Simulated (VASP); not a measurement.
Runs of VASP 6.6.1 on MoSe2. Symmetry: P6_3/mmc, No. 194, hexagonal system. Conventional cell: a = 3.288 Å, b = 3.288 Å, c = 12.900 Å, α = 90.00°, β = 90.00°, γ = 120.00°. Mo (site symmetry -6m2) is surrounded by 6 Se at 2.49 Å. Around Se (site symmetry 3m) lie 3 Mo at 2.49 Å. 

| task | level | potentials or basis | spin | cell | k mesh | cutoff (eV) | gap on the mesh (eV) | pressure (GPa) | relaxed volume (Å³/atom) | largest force (eV/Å) |
| --- | --- | --- | --- | --- | --- | --- | --- | --- | --- | --- |
| band structure | PBEsol | VASP PAW PBE potentials, release 64 (Mo_sv, Se) | off | as given | 9 × 9 × 2 | 520 | 0.87 | (b) | - | 0.85 |
| band structure | LDA | VASP PAW LDA potentials, release 64 (Mo_sv, Se) | SOC, no magnetisation | as given | 7 × 7 × 2 | 520 | - | 1.2 | - | 0.67 |
| relaxation of cell and atoms | LDA | VASP PAW LDA potentials, release 64 (Mo_sv, Se) | off | relaxed | 9 × 9 × 2 | 600 | 0.82 | 0.0 | (a) | 0.01 |
| band structure | LDA | VASP PAW LDA potentials, release 64 (Mo_sv, Se) | off | as given | 9 × 9 × 2 | 520 | 0.85 | 1.2 | - | 0.66 |
| relaxation of cell and atoms | PBEsol | VASP PAW PBE potentials, release 64 (Mo_sv, Se) | off | relaxed | 9 × 9 × 2 | 600 | 0.99 | 0.0 | 20.31 | - |

Alike in all rows: smearing fermi-dirac 0.05 eV.

Question: Estimate the missing entries.

Answer: (a) 19.44; (b) 3.6.

Caveats: the cell's inner coordinates are idealised or old, which leaves forces on the atoms (some runs); the PAW data sets were made with another functional, which shifts forces and pressure a little (some runs); this functional lacks dispersion, which binds the layers, so the pressure and a relaxed spacing across them are unreliable (some runs); an odd mesh through Γ misses points on the zone boundary, where band edges often lie (some runs).

A k mesh can miss the band edges, and rows without SOC leave out spin-orbit coupling on Mo, Se.

Runs at the PBE level aren't shown here.
